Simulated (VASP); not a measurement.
Write the native input for VASP 6.6.1 that does the following.

```
Task                               : band structure
Functional                         : PBE-EpsX
Potentials or basis                : VASP PAW PBE potentials, release 64 (Sn_d, O)
Cutoff                             : 520 eV
k mesh                             : 4 × 4 × 6
Occupations                        : gaussian, width 0.03 eV
Spin                               : no spin polarisation
Grid for exact exchange (PRECFOCK) : Fast
Exchange at q = 0                  : truncated
Share of exact exchange            : 0.2193
Further INCAR settings             : ALGO = Normal; EDIFF = 1e-06; NBANDS = 35
```

Crystal: SnO2 (Cassiterite).

```
Sn O
1.0
     4.77140    0.00000    0.00000
     0.00000    4.77140    0.00000
     0.00000    0.00000    3.21659
Sn O
2 4
Direct
  0.00000 0.00000 0.00000
  0.50000 0.50000 0.50000
  0.30626 0.30626 0.00000
  0.19374 0.80626 0.50000
  0.69374 0.69374 0.00000
  0.80626 0.19374 0.50000
```

The input as run:

POSCAR

```
SnO2                                    
1.0
    4.7714001635      0.0000000000      0.0000000000
   -0.0000000000      4.7714001635      0.0000000000
    0.0000000000      0.0000000000      3.2165924138
  Sn              O             
     2     4
Direct
     1.0000000000000000    0.0000000000000000    0.0000000000000000
     0.5000000000000000    0.5000000000000000    0.5000000000000000
     0.3062614065705972    0.3062614065705972    0.0000000000000000
     0.1937385934294028    0.8062614065705972    0.5000000000000000
     0.6937385934294028    0.6937385934294028    0.0000000000000000
     0.8062614065705972    0.1937385934294028    0.5000000000000000
```

INCAR.step1

```
SYSTEM = SnO2
PREC = Accurate
ENCUT = 520
EDIFF = 1E-8
ISMEAR = 0
SIGMA = 0.03
LREAL = .FALSE.
LASPH = .TRUE.
NELM = 80
ALGO = Normal
ISIF = 2
LWAVE = .FALSE.
LCHARG = .FALSE.
KPAR = 4
GGA = PE
LEPSILON = .TRUE.
```

KPOINTS.step1

```
Automatic mesh
0
G
  6 6 8
  0 0 0
```

INCAR.step2

```
SYSTEM = SnO2
PREC = Accurate
ENCUT = 520
EDIFF = 1E-5
ISMEAR = 0
SIGMA = 0.03
LREAL = .FALSE.
LASPH = .TRUE.
NELM = 80
ALGO = Normal
ISIF = 2
LWAVE = .TRUE.
LCHARG = .FALSE.
NBANDS = 35
KPAR = 4
GGA = PE
```

KPOINTS.step2

```
regular mesh
0
G
  4 4 6
  0 0 0
```

INCAR.step3

```
SYSTEM = SnO2
PREC = Accurate
ENCUT = 520
EDIFF = 1E-6
ISMEAR = 0
SIGMA = 0.03
LREAL = .FALSE.
LASPH = .TRUE.
NELM = 80
ALGO = Normal
ISIF = 2
LWAVE = .FALSE.
LCHARG = .FALSE.
GGA = PE
LHFCALC = .TRUE.
AEXX = 0.2193
PRECFOCK = Fast
HFRCUT = -1
NBANDS = 35
KPAR = 4
ISTART = 1
```

KPOINTS.step3

```
regular mesh
0
G
  4 4 6
  0 0 0
```

KPOINTS_OPT

```
explicit points
6
Reciprocal
 0.0000000000  0.0000000000  0.0000000000 1
 0.5000000000  0.5000000000  0.5000000000 1
 0.5000000000  0.5000000000  0.0000000000 1
 0.0000000000  0.5000000000  0.5000000000 1
 0.0000000000  0.5000000000  0.0000000000 1
 0.0000000000  0.0000000000  0.5000000000 1
```

Potentials or basis: VASP PAW PBE potentials, release 64 (Sn_d, O).

Command:

```console
$ cat potpaw_PBE.64/Sn_d/POTCAR potpaw_PBE.64/O/POTCAR > POTCAR
$ cp INCAR.step1 INCAR
$ cp KPOINTS.step1 KPOINTS
$ mpirun -np 4 vasp_std > vasp.out
$ cp INCAR.step2 INCAR
$ cp KPOINTS.step2 KPOINTS
$ mpirun -np 4 vasp_std > vasp.out
$ cp INCAR.step3 INCAR
$ cp KPOINTS.step3 KPOINTS
$ mpirun -np 4 vasp_std > vasp.out
```

Results of the run:

```json
{
  "Pressure": "-1.9 GPa",
  "Largest force": "0.016 eV/Å",
  "Band gap on the k mesh": "3.11 eV, direct",
  "Band gap along the path": "3.11 eV, direct"
}
```

Caveat: the PAW data sets were made with another functional, which shifts forces and pressure a little; spin-orbit coupling is left out, which moves the levels of the heavy elements.

Wall time 27 min on 4 MPI ranks on Intel(R) Xeon(R) 6975P-C (Granite Rapids) (shared host), peak memory 0.52 GiB a rank.
